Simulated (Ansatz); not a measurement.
MgF2 built on the rutile prototype, relaxed with r2SCAN in the PAW code Ansatz: space group P4_2/mnm (No. 136), tetragonal; conventional cell a = 4.622 Å, c = 3.046 Å, 10.85 Å³ an atom. Around Mg lie 6 F at 1.98–1.99 Å; around F lie 3 Mg at 1.98–1.99 Å. It was then strained (isotropic on every length), atoms relaxed again within the symmetry left. Unstrained, HSE06 gives 9.471 eV (Γ, 4×4×6 mesh), and the band edges keep their places in every row. Stress is positive in compression. Calculated for a static, non-magnetic cell.

Axes as in this cell:
```
Mg F
1.0
     4.62202    0.00000    0.00000
     0.00000    4.62202    0.00000
     0.00000    0.00000    3.04611
Mg F
2 4
Direct
  0.00000 0.00000 0.00000
  0.50000 0.50000 0.50000
  0.30295 0.30295 0.00000
  0.19705 0.80295 0.50000
  0.80295 0.19705 0.50000
  0.69705 0.69705 0.00000
```

```tsv
strain (%)	ln(V/V₀)	ΔE_g, HSE06 (eV)	Δpressure, r2SCAN (GPa)	Δ(mean ε∞, r2SCAN)
-4.0	-0.1225	+0.943	+16.83	+0.03
-3.0	-0.0914	+0.695	+11.74	+0.02
-2.0	-0.0606	+0.455	+7.28	+0.01
-1.0	-0.0302	+0.223	+3.39	+0.01
+1.0	+0.0299	-0.215	-2.94	-0.01
+3.0	+0.0887	-0.621	-7.67	-0.02
+4.0	+0.1177	-0.812	-9.54	-0.02
```

(1) Fit ΔE_g = a x + b x² to these rows by least squares, with x = ln(V/V₀).

(2) Fit the change of pressure in the same way.

(3) Predict the withheld row at +2.0 % (x = +0.0594).

(4) Fit the last column too (unstrained value 1.95), and predict it for the withheld row.

Answers

(1) The normal equations take Σx² = 5.056e-02, Σx³ = -4.968e-04, Σx⁴ = 5.639e-04, ΣxΔE = -3.704e-01 and Σx²ΔE = 5.504e-03, and give a = -7.29 eV, b = +3.3 eV; the largest residual is 0.001 eV. a is the volume deformation potential of this gap.

(2) Δpressure = -107.9 x + (234) x² GPa. So B₀ = 107.9 GPa and B′ ≈ 2 × 234/107.9 = 4.3; two terms over so wide a range bias B₀ by a few per cent and B′ by more; the gap's pressure coefficient at zero is −a/B₀ = +68 meV/GPa, with HSE06's a and r2SCAN's B₀. With the axis ratios held, these aren't quite the hydrostatic values.

(3) ΔE_g ≈ -7.29 × (+0.0594) + (3.3) × (+0.0594)² = -0.421 eV, and Δpressure ≈ -5.58 GPa. The runs give -0.422 eV and -5.49 GPa, off by -0.001 eV and +0.09 GPa.

(4) Δ = -0.21 x + (0.2) x², which gives -0.01 at x = +0.0594; the run gives -0.01.

The meshes of the hybrids are coarse, so their gaps aren't converged to the digits shown.

For a response run the program warns that the ground state's bands aren't all converged, so ε∞ carries an extra error.
